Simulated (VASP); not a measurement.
ZrS2, 3 atoms in the cell. The structure is trigonal, space group P-3m1 (No. 164). Conventional cell: a = 3.690 Å, b = 3.690 Å, c = 6.100 Å, α = 90.00°, β = 90.00°, γ = 120.00°. Around Zr (site symmetry -3m) lie 6 S at 2.57 Å. S (site symmetry 3m) is surrounded by 3 Zr at 2.57 Å. The cell is a database's computed one.

| Quantity | Value |
| --- | --- |
| Program | VASP 6.6.1 |
| Task | relaxation of cell and atoms |
| Functional | r2SCAN |
| Potentials or basis | VASP PAW PBE potentials, release 64 (Zr_sv, S) |
| Cutoff | 600 eV |
| k mesh | 9 × 9 × 5 |
| Occupations | gaussian, width 0.03 eV |
| Spin | no spin polarisation |
| Further INCAR settings | ALGO = Normal; EDIFF = 1e-07; IBRION = 2; EDIFFG = -0.005; NSW = 90; ISIF = 3 |

Potentials or basis: VASP PAW PBE potentials, release 64 (Zr_sv, S).

Launch:

```sh
$ cat potpaw_PBE.64/Zr_sv/POTCAR potpaw_PBE.64/S/POTCAR > POTCAR
$ mpirun -np 1 vasp_std > vasp.out
```

Hardware: 1 thread of Intel(R) Xeon(R) 6975P-C (Granite Rapids), with other jobs on the host.

Q: Estimate the wall time of this run.

A: Wall time 2.6 min on 1 thread of Intel(R) Xeon(R) 6975P-C (Granite Rapids), with other jobs on the host, peak memory 0.25 GiB. Counts: scf iterations 21, k points 50, ion steps 1.
